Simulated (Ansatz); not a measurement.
**LiCl: single point with PBE**

LiCl:

```xyz
2
Lattice="0.0000 2.5648 2.5648 2.5648 0.0000 2.5648 2.5648 2.5648 0.0000" Properties=species:S:1:pos:R:3 pbc="T T T"
Cl    2.5648    2.5648    2.5648
Li    0.0000    0.0000    0.0000
```

```yaml
Program: Ansatz 0.2.0
Task: single point
Functional: PBE
Potentials_or_basis: all-electron LAPW, scalar-relativistic
Cutoff: 161 eV (chosen from the basis error)
Basis_error_allowed: 0.001 eV/atom
k_mesh: 9 × 9 × 9
Occupations: fermi-dirac, width 0.05 eV
Spin: no spin polarisation
```

```
Pressure               : 0.4 GPa
Band gap on the k mesh : 6.33 eV, direct
Loewdin charges        : Cl -0.61; Li +0.67 e
```

Levels at points of the mesh, in eV from the valence-band top:
| k point | band 6 | band 7 | band 8 | band 9 | band 10 | band 11 | band 12 | band 13 |
| --- | --- | --- | --- | --- | --- | --- | --- | --- |
| (0.00, 0.00, 0.00) | -13.40 | 0.00 | 0.00 | 0.00 | 6.33 | 11.79 | 11.79 | 11.79 |

Wall time 3.1 s on 1 thread of AMD EPYC 7R43 64-Core Processor (Zen 3), on a shared host, peak memory 0.24 GiB.

Caveat: an odd mesh through Γ misses points on the zone boundary, where band edges often lie.
